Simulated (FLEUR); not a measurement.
Runs of FLEUR MaX-R8.1 (later development tree) on MoS2. Symmetry: R3m, No. 160, trigonal system. Conventional cell: a = 3.160 Å, b = 3.160 Å, c = 18.450 Å, α = 90.00°, β = 90.00°, γ = 120.00°. Mo (site symmetry 3m) has 6 S at 2.39 Å as nearest neighbours. S (site symmetry 3m) is surrounded by 3 Mo at 2.39 Å. S (site symmetry 3m) has 3 Mo at 2.39 Å as nearest neighbours. Measurements of this composition are mostly on another form, of space group No. 194.

| task | level | gmax | muffin-tin radii | max iterations | mixer history | density convergence | kmax | gap on the mesh (eV) |
| --- | --- | --- | --- | --- | --- | --- | --- | --- |
| band structure | LDA | 17 1/bohr | Mo 2.39, S 1.79 bohr | 60 | 15 | 1e-05 me/bohr^3 | 5.47 1/bohr | (a) |
| band structure | PBEsol | 17 1/bohr | Mo 2.39, S 1.79 bohr | 60 | 15 | 1e-05 me/bohr^3 | 5.47 1/bohr | 0.91 |
| band structure | r2SCAN | 17 1/bohr | Mo 2.39, S 1.79 bohr | 80 | 30 | 0.0001 me/bohr^3 | 5.47 1/bohr | 1.06 |
| single point | PBEsol | 17.5 1/bohr | Mo 2.31, S 1.74 bohr | 60 | 15 | 1e-05 me/bohr^3 | 5.63 1/bohr | 0.91 |

Alike in all rows: potentials or basis all-electron, FLAPW; no spin polarisation; cell as given; k mesh 10 × 10 × 10; smearing fermi-dirac 0.05 eV.

Question: Fill in the values left out.

Answer: (a) 0.88.

Caveats: the meta-GGA is that of a development version, with a GGA for the radial functions and cores and without core tails (some runs).

A k mesh can miss the band edges, and the runs leave out spin-orbit coupling on Mo.

Not every run made on this cell is shown here.
